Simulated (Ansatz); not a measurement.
# SrAgCl3 (model cell, started as cubic perovskite with Sr in the octahedra): phonons and vibrational spectra, part 3 of 3

Task: relax SrAgCl3 (model cell, started as cubic perovskite with Sr in the octahedra), then find its harmonic phonons.

Ansatz 0.2.0; DFT PBEsol, scalar-relativistic, plane waves, PAW; PAW set soft_1.

So far. Step 6 (Tight relaxation, k-mesh 6×6×6): The forces vanish by symmetry and the pressure is -0.005 GPa, within the tolerances set. The cell now holds 33.32 Å³/atom. Step 7 (Modes at Γ): Before it was imposed, the acoustic sum rule was missed by 2.2e-4 eV/Å² and the charge sum rule by 9.9e-4 e. Small misses are needed for a sound result but don't prove that mesh and cutoff are converged. Against the first mesh the highest mode moved by +0.2 cm⁻¹. The relaxed cell has a = 5.503 Å (conventional setting).

The structure was built from a prototype and need not be the compound's stable phase.

### 8. Phonons on a q mesh

Stability and thermal properties need the whole zone. Linear response on a 2×2×2 q mesh gives force constants as far as a supercell of that size would, and the tensors from the zone-centre run are typed in so that the long-range dipole term is interpolated apart.

The input, input.yaml:

```yaml
crystal:
  lattice:
    - [5.5026364874, 0.0, 0.0]
    - [0.0, 5.5026364874, 0.0]
    - [0.0, 0.0, 5.5026364874]
  atoms:
    - { symbol: Ag, position: [0.0, 0.0, 0.0] }
    - { symbol: Sr, position: [0.5, 0.5, 0.5] }
    - { symbol: Cl, position: [0.5, 0.5, 0.0] }
    - { symbol: Cl, position: [0.5, 0.0, 0.5] }
    - { symbol: Cl, position: [0.0, 0.5, 0.5] }
kpoints:
  mp_grid: { grid: [6, 6, 6] }
hamiltonian:
  xc: pbesol
  pseudopotentials: { kind: paw, azcp: { folder: soft_1 }, xc_functional: pbe }
scf:
  occupations: { method: fixed }
output:
  eigenvalues: true
phonons:
  method: dfpt
  qmesh: [2, 2, 2]
  temperatures: { t_max: 1000, t_step: 50 }
  qpath:
    path:
      - [[0.0, 0.0, 0.0], [0.0, 0.5, 0.0], [0.5, 0.5, 0.0], [0.0, 0.0, 0.0], [0.5, 0.5, 0.5], [0.0, 0.5, 0.0]]
      - [[0.5, 0.5, 0.5], [0.5, 0.5, 0.0]]
    npoints: 10
  non_analytic_term:
    high_frequency_dielectric_tensor: [[3.3561, 0.0, 0.0], [0.0, 3.3561, 0.0], [0.0, 0.0, 3.3561]]
    born_effective_charges:
      - { species: Ag, tensor: [[1.743, 0.0, 0.0], [0.0, 1.743, 0.0], [0.0, 0.0, 1.743]] }
      - { species: Sr, tensor: [[2.3561, 0.0, 0.0], [0.0, 2.3561, 0.0], [0.0, 0.0, 2.3561]] }
      - { species: Cl, tensor: [[-1.0739, 0.0, 0.0], [0.0, -1.0739, 0.0], [0.0, 0.0, -1.9513]] }
      - { species: Cl, tensor: [[-1.0739, 0.0, 0.0], [0.0, -1.9513, 0.0], [0.0, 0.0, -1.0739]] }
      - { species: Cl, tensor: [[-1.9513, 0.0, 0.0], [0.0, -1.0739, 0.0], [0.0, 0.0, -1.0739]] }
    source: "zone-centre run at this cell"
```

The run is started by

```
$ ansatz run input.yaml --threads 4 --pin off --max-ram 16384MiB --backend cpu --events-out ev --progress --plain --runs-dir out
```

Numbers of over 12 decimals in the logs are rounded to 6 here.

Output:

```text
[...]
Crystal: 5 atoms, lattice volume = 166.614 Å³
Basis set: ecut = 420 eV, 3239 PW (Γ), exchange–correlation on 80×80×80 points (8 copies of the dense FFT grid, shifted against one another)
Bands: 30, of which v1, the nominal top of the filled ones, is band 25 counted from 1 (24 counted from 0)
Symmetry: 48 space group operations
k-points: 20 of 216
[...]
SCF iter   1: F=—  HF=-14205.077096 eV  |F-HF|=—  |Δ(HF+E_count)|=         —  Δρ=4.61e-2  dr2=5.76e0  ethr=3.10e-3  ⟨swp⟩=6.9  Hψ=2892  notcnv=0  defer=45
[...]
SCF iter  12: F=-14202.742204 eV  HF=-14202.742204 eV  |F-HF|=5.46e-12  |Δ(HF+E_count)|=  4.73e-11  Δρ=3.00e-8  dr2=1.71e-12  ethr=1.00e-12  ⟨swp⟩=16.3  Hψ=4531  notcnv=0
SCF 1 converged in 12 iterations: F = -14202.742204 eV  dr2 = 1.71e-12
[...]
NSCF: frozen V_eff on 20 k-points
[...]
DFPT response loops at q = (0, 0, 0) (fractional): preconditioner auto → Resta (q_TF=auto, 2.232 Å⁻¹)  ε∞=6.8 (no band partly filled); β = 1.00, the filter's whole step (`scf.mixing.beta` (0.50) is not read by the response loops at its default; to damp them type it under 1.00, their step now; it binds the ground state too); Broyden in place of MSR1
[...]
SCF converged after 12 iterations
Free energy (F): -14202.742204 eV
[...]
Internal energy: -14202.742204 eV  (E = F + TS)
E sigma→0 (E₀):  -14202.742204 eV
Fermi energy:    1.568985 eV
[...]
--- Band table (eV; the first three rows and the last of 20) ---
  k-point 0: bands = [... 21 lower, 1.0877, 1.3344, 1.3344, 1.3344, 2.8792, 7.7202, 7.7202, 7.7202, ... 1 higher]
  k-point 1: bands = [... 21 lower, 1.0491, 1.0811, 1.3105, 1.3105, 3.1422, 7.7431, 7.9085, 7.9085, ... 1 higher]
  k-point 2: bands = [... 21 lower, 0.9120, 1.0685, 1.2970, 1.2970, 3.6572, 7.2059, 7.7908, 8.1712, ... 1 higher]
  k-point 19: bands = [... 21 lower, 0.0977, 1.5557, 1.5557, 1.5557, 3.3294, 8.6806, 8.6806, 8.6806, ... 1 higher]
--- Phonons (Γ-DFPT): 4 representative perturbations + reference (Σ response iterations 12) ---
  ASR residual: 5.420e-5 → 0.000e0 eV/Å²; symmetrization residual: 6.112e-6 eV/Å²
  ASR residual per site (eV/Å²): 2.73e-5 5.42e-5 1.24e-5 1.24e-5 1.24e-5
[...]
--- Phonons (arbitrary-q DFPT): 4 irreducible q on the 2×2×2 mesh ---
  q = [0.0000, 0.0000, 0.0000] (star 1, of the zone-centre solve; hermiticity 1.57e-6, symmetrization 1.16e-11): -88.41 -88.41 -88.41 -81.84 -81.84 -81.84 -0.00 0.00 0.00 53.42 53.42 53.42 279.02 279.02 279.02
  q = [0.0000, 0.0000, -0.5000] (star 3, 9 solved perturbations in 504 linear systems a pass and spin channel, the states on 64 of 216 k-point pairs; hermiticity 3.98e-7, symmetrization 8.53e-12): -82.52 -82.52 -77.89 -73.67 -73.67 -23.30 -7.35 -7.35 44.86 44.86 44.89 167.36 277.70 278.85 278.85
[...]
sum rule: each row above includes the acoustic sum rule's correction from the zone centre's row sums; it moved no ω² by more than (0.41 cm⁻¹)²
  mesh force constants: q→R imaginary residual 4.00e-18; ASR residual 5.420e-5 → 0.000e0 eV/Å²; symmetrization residual 4.441e-15 eV/Å²
  interpolated dispersion: 63 rows × 15 modes
  density of states and harmonic sums: on the 12×12×12 q-mesh, interpolated from the force constants of a 2×2×2 supercell (with the dipole–dipole term of supplied tensors)
  largest difference from the sums on the solved wave vectors: F 2.15e-1 eV, S 2.96e-4 and C_V 8.09e-5 eV/K
  zero-point energy: 0.080533 eV/cell   skipped modes (ω ≤ 0): 532, of them read as no rigid motion or as one in doubt: 529 (6.184e0 modes/cell left out, lowest -103.00 cm⁻¹)   left out of the sums: 4.12e-1 of the cell's modes: C_V's classical limit lies that fraction below 3 k_B per atom; for a crystal, a wire or a layer, F and S can be off by more, and a phonons.interpolated_qmesh denser along its periods is the remedy for the sampling
```

The job ended after 3.1 min (4 threads of Arm Neoverse V1, shared host; peak memory 1.2 GiB).

This step gave:

| Property | Result |
| --- | --- |
| sum-rule residual before enforcement | 5.42e-5 eV/Å² |
| lowest frequency on the path | -103.0 cm⁻¹ |
| highest frequency on the path or at a solved wavevector | 304.6 cm⁻¹ |
| lowest mode on the q mesh (acoustic modes at Γ apart) | -103 cm⁻¹ |

Frequencies (cm⁻¹) solved at each irreducible wavevector; negative means imaginary. Frequencies by wavevector, by row:

| q in reciprocal lattice units | star | mode 1 | mode 2 | mode 3 | mode 4 | mode 13 | mode 14 | mode 15 |
| --- | --- | --- | --- | --- | --- | --- | --- | --- |
| 0 0 0 | 1 | -88.4 | -88.4 | -88.4 | -81.8 | 279 | 279 | 279 |
| 0 0 -0.5 | 3 | -82.5 | -82.5 | -77.9 | -73.7 | 277.7 | 278.9 | 278.9 |
| 0 -0.5 -0.5 | 3 | -102.9 | -87 | -87 | -64.8 | 254.5 | 278.7 | 285.9 |
| -0.5 -0.5 -0.5 | 1 | -103 | -103 | -103 | -79.8 | 254.3 | 254.3 | 292.2 |

Interpolated from a 2×2×2 q mesh, with the LO-TO term (at Γ the limit along the path; where Γ stands inside the path, tables give the limit on arrival). Phonon branches along the path, in cm⁻¹:

| point | branch 1 | branch 2 | branch 3 | branch 4 | branch 12 | branch 13 | branch 14 | branch 15 |
| --- | --- | --- | --- | --- | --- | --- | --- | --- |
| Γ | -88 | -88 | -82 | -82 | 72 | 279 | 279 | 305 |
| halfway | -86 | -86 | -80 | -78 | 119 | 279 | 279 | 294 |
| X | -82 | -82 | -78 | -74 | 167 | 278 | 279 | 279 |
| halfway | -95 | -82 | -82 | -77 | 166 | 262 | 279 | 288 |
| M | -103 | -87 | -87 | -65 | 164 | 254 | 279 | 286 |
| halfway | -92 | -85 | -82 | -75 | 120 | 269 | 279 | 296 |
| Γ | -88 | -88 | -82 | -82 | 72 | 279 | 279 | 305 |
| halfway | -91 | -90 | -90 | -75 | 120 | 269 | 269 | 297 |
| R | -103 | -103 | -103 | -80 | 163 | 254 | 254 | 292 |
| halfway | -95 | -93 | -87 | -78 | 165 | 260 | 269 | 293 |
| X | -82 | -82 | -78 | -74 | 167 | 278 | 279 | 279 |
| jump to R | -103 | -103 | -103 | -80 | 163 | 254 | 254 | 292 |
| halfway | -103 | -94 | -94 | -78 | 164 | 254 | 265 | 292 |
| M | -103 | -87 | -87 | -65 | 164 | 254 | 279 | 286 |

The phonon density of states has structure finer than the step of the table below, so its rows give means over 20 cm⁻¹, whole bins alone (the curve runs from -102 to 302 cm⁻¹). Peaks (cm⁻¹: height): -87.5: 0.211, -77.5: 0.260, 57.5: 0.0979, 162.5: 0.0686, 277.5: 0.132, 292.5: 0.112.

Tetrahedra on a 12×12×12 mesh, mean over bins of 5 cm-1. Interpolated from a 2×2×2 q mesh. The phonon density of states by wavenumber; means over each step:

wavenumber (cm⁻¹), phonon density of states (1/cm⁻¹/cell) and a bar:
```
      -80      0.179 ##############################
      -60      0.026 ####
      -40      0.026 ####
      -20      0.010 ##
        0      0.011 ##
       20      0.022 ####
       40      0.058 ##########
       60      0.082 ##############
       80      0.027 #####
      100      0.017 ###
      120      0.020 ###
      140      0.024 ####
      160      0.037 ######
      180      0.000 
      200      0.000 
      220      0.000 
      240      0.000 
      260      0.048 ########
      280      0.067 ###########
```

The partial phonon density of states has structure finer than the step of the table below, so its rows give means over 10 cm⁻¹, whole bins alone (the curve runs from -112 to 322 cm⁻¹). Peaks (cm⁻¹: height): Ag -76.9: 0.0737, -35.9: 0.0264, 37.9: 0.0222; Cl -76.9: 0.150, 62.5: 0.0628, 275.8: 0.0804, 292.3: 0.0750; Sr 46.1: 0.0221, 62.5: 0.0429, 92.6: 0.0444, 122.7: 0.0502, 147.3: 0.0566, 163.7: 0.0613, 275.8: 0.0210.

Phonopy on the run's constants, 11x11x11 mesh, Gaussian sigma 3.1 cm-1. Interpolated from a 2×2×2 q mesh. Table of partial phonon density of states by wavenumber; means over each step; values in 1/cm⁻¹/cell:

| wavenumber (cm⁻¹) | Ag | Cl | Sr |
| --- | --- | --- | --- |
| -100 | 0.00286 | 0.0552 | 3.0e-6 |
| -90 | 0.0325 | 0.114 | 6.3e-5 |
| -80 | 0.0639 | 0.136 | 1.7e-4 |
| -70 | 0.0265 | 0.0726 | 1.5e-4 |
| -60 | 0.0110 | 0.00614 | 1.5e-5 |
| -50 | 0.0144 | 0.00426 | 3.1e-5 |
| -40 | 0.0208 | 0.00564 | 2.9e-4 |
| -30 | 0.0171 | 0.00440 | 2.9e-4 |
| -20 | 0.00822 | 0.00340 | 4.9e-4 |
| -10 | 0.00681 | 0.00440 | 0.00134 |
| 0 | 0.00158 | 0.00131 | 6.8e-4 |
| 10 | 0.00372 | 0.00249 | 4.2e-4 |
| 20 | 0.0140 | 0.0119 | 0.00261 |
| 30 | 0.0153 | 0.0141 | 0.00157 |
| 40 | 0.0211 | 0.0318 | 0.00850 |
| 50 | 0.0162 | 0.0479 | 0.0147 |
| 60 | 0.0123 | 0.0567 | 0.0278 |
| 70 | 0.00818 | 0.0327 | 0.0102 |
| 80 | 0.00138 | 0.00533 | 0.00156 |
| 90 | 5.6e-4 | 0.00802 | 0.0276 |
| 100 | 2.5e-4 | 0.00448 | 0.0123 |
| 110 | 5.4e-6 | 1.8e-4 | 7.1e-4 |
| 120 | 3.1e-4 | 0.00580 | 0.0288 |
| 130 | 1.7e-4 | 0.00336 | 0.0153 |
| 140 | 6.5e-5 | 8.8e-4 | 0.00888 |
| 150 | 3.0e-4 | 0.00404 | 0.0395 |
| 160 | 2.5e-4 | 0.00111 | 0.0392 |
| 170 | 9.0e-5 | 4.1e-4 | 0.0145 |
| 180 | 0 | 0 | 1.1e-5 |
| 190 | 0 | 0 | 0 |
| 200 | 0 | 0 | 0 |
| 210 | 0 | 0 | 0 |
| 220 | 0 | 0 | 0 |
| 230 | 0 | 0 | 0 |
| 240 | 0 | 1.5e-5 | 0 |
| 250 | 0 | 0.00904 | 3.1e-4 |
| 260 | 0 | 0.0487 | 0.00412 |
| 270 | 8.7e-6 | 0.0639 | 0.0126 |
| 280 | 1.4e-5 | 0.0529 | 0.0136 |
| 290 | 8.0e-5 | 0.0558 | 0.00680 |
| 300 | 6.9e-5 | 0.0261 | 0.00466 |
| 310 | 3.7e-6 | 0.00104 | 3.0e-4 |

Symmetry leaves 4 wavevectors to solve. The lowest mode among them, the acoustic zeros apart, lies at q = (-0.5, -0.5, -0.5) and is imaginary, 103.0i cm⁻¹, so the energy falls along it.

### 9. What came out

| Quantity | Value |
| --- | --- |
| space group after relaxation (within 0.01 Å) | Pm-3m |
| volume per atom | 33.3 Å³ |
| gap on the k-mesh | 1.31 eV |
| highest optical mode at the zone centre (no LO-TO term) | 279 cm⁻¹ |
| top of the zone-centre spectrum with the field | 305 cm⁻¹ |
| lowest optical zone-centre mode | -88.4 cm⁻¹ |
| mean high-frequency dielectric constant | 3.36 |
| largest Born charge (third of the trace) | 2.36 e |
| lowest mode on the q mesh (acoustic modes at Γ apart) | -103 cm⁻¹ |
| highest frequency on the path or at a solved wavevector | 305 cm⁻¹ |
| imaginary modes on the 2×2×2 q mesh | yes |

What this shows: Modes are clearly imaginary (beyond 10i cm⁻¹) at 4 of the 4 irreducible wavevectors, most at q = (-0.5, -0.5, -0.5) (103.0i cm⁻¹), so this structure is not a minimum of the energy. Without the field, the optical modes at Γ span -88 to 279 cm⁻¹ (negative means imaginary). The highest mode in this list at Γ, 279.0 cm⁻¹, is mostly motion of Cl (77 % of the kinetic energy). With the macroscopic field of the longitudinal modes the top of the zone-centre spectrum lies at 305 cm⁻¹, against 279 cm⁻¹ without it. Among the real modes, the strongest infrared line is at 279 cm⁻¹. The PAW files were made for PBE and serve the other functionals too. The starting cell was built on a prototype and not taken from a measurement, so the phase need not exist. These are harmonic frequencies at zero temperature: anharmonic shifts, linewidths and thermal expansion are left out.

[Logs are printed without paths, hosts, clocks, repeated set-up lines and the standing remarks that a program may print on its own settings, such as how far it seeks lower states.]

[Hosts, paths, dates, database ids (printed as entryN), source tags and the programs' standing remarks are cut or masked in the printed files.]
